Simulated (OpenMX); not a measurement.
**MnAs under changes of volume**

One of the cells (16.959 Å³/atom); the others are scaled copies at fixed shape and fractional positions:

```
As Mn
1.0
     3.71000    0.00000    0.00000
    -1.85500    3.21295    0.00000
     0.00000    0.00000    5.69100
As Mn
2 2
Direct
  0.66667 0.33333 0.75000
  0.33333 0.66667 0.25000
  0.00000 0.00000 0.50000
  0.00000 0.00000 0.00000
```

| Quantity | Value |
| --- | --- |
| Program | OpenMX 3.8.5 |
| Functional | LDA |
| Potentials or basis | OpenMX 2013 LDA set, As7.0-s3p2d2, Mn6.0-s3p2d2, fixed grid of 42 × 42 × 75 points |
| k mesh | 9 × 9 × 5 |
| Occupations | fermi-dirac, width 0.05 eV |
| Spin | collinear spin, ferromagnetic start |
| Starting moments | [0.0, 0.0, 4.0, 4.0] μB |

| volume (Å³/atom) | energy over the lowest point (meV/atom) | moment (μB per cell) | largest force (eV/Å) |
| --- | --- | --- | --- |
| 15.942 | 0.00 | 5.51 | 0.059 |
| 16.281 | 19.19 | 5.62 | 0.029 |
| 16.620 | 41.66 | 5.76 | 0.049 |
| 16.959 | 65.54 | 5.95 | 0.058 |
| 17.298 | 90.79 | 6.11 | 0.024 |
| 17.638 | 117.70 | 6.26 | 0.048 |
| 17.977 | ? | ? | ? |

Task: What does the run at 17.977 Å³/atom give?

Result: Energy over the lowest point 146.02 meV/atom; moment 6.42 μB per cell; largest force 0.045 eV/Å.

Worked out: A Birch-Murnaghan fit of order 3 (a polynomial in V^(-2/3)) to the other rows has no minimum within the range. It gives 144.92 meV/atom at 17.977 Å³/atom, against the run's 146.02. A parabola through the other rows of the moment, of slope 0.558 μB per Å³/atom there, extrapolates to 6.46 μB, against the run's 6.42.

Energies are extrapolated to zero smearing.

Caveats: the basis has few d functions beyond the semicore shells, which can make volumes several per cent too large; the basis of atomic orbitals isn't converged, which shifts pressures, moduli and gaps; only a ferromagnetic start was run, and an antiferromagnetic order may lie lower in energy.
